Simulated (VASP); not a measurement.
## InP: single point with r2SCAN

The system is InP.

```
In P
1.0
     0.00000    2.74784    2.74784
     2.74784    0.00000    2.74784
     2.74784    2.74784    0.00000
In P
1 1
Direct
  0.00000 0.00000 0.00000
  0.50000 0.50000 0.50000
```

Measurements of this composition are mostly on another form, of space group No. 216.

```
Program             : VASP 6.6.1
Task                : single point
Functional          : r2SCAN
Potentials or basis : VASP PAW PBE potentials, release 64 (In_d, P)
Cutoff              : 520 eV
k mesh              : 14 × 14 × 14
Occupations         : gaussian, width 0.1 eV
Spin                : no spin polarisation
```

```
Pressure               : 0.0 GPa
Band gap on the k mesh : none (metal or under the smearing width)
```

Levels at points of the mesh, in eV from the Fermi level:
```
           k point  band 5  band 6  band 7  band 8  band 9  band 10  band 11  band 12  band 13  band 14
(0.00, 0.00, 0.00)  -14.76  -12.69   -0.33   -0.33   -0.33     1.23     7.54     7.54     7.54     9.24
(0.50, 0.00, 0.00)  -14.67  -10.48   -6.92    0.14    0.14     2.97     3.71     3.71     5.89    11.94
(0.50, 0.50, 0.00)  -14.63   -9.22   -5.24   -2.51   -2.51    -2.30     4.17    10.84    10.84    11.26
```

It took 3.8 min on 1 thread of AMD EPYC 9R45 96-Core Processor (Zen 5), with other jobs on the host, peak memory 0.18 GiB.

Caveat: the PAW data sets were made with another functional, which shifts forces and pressure a little.
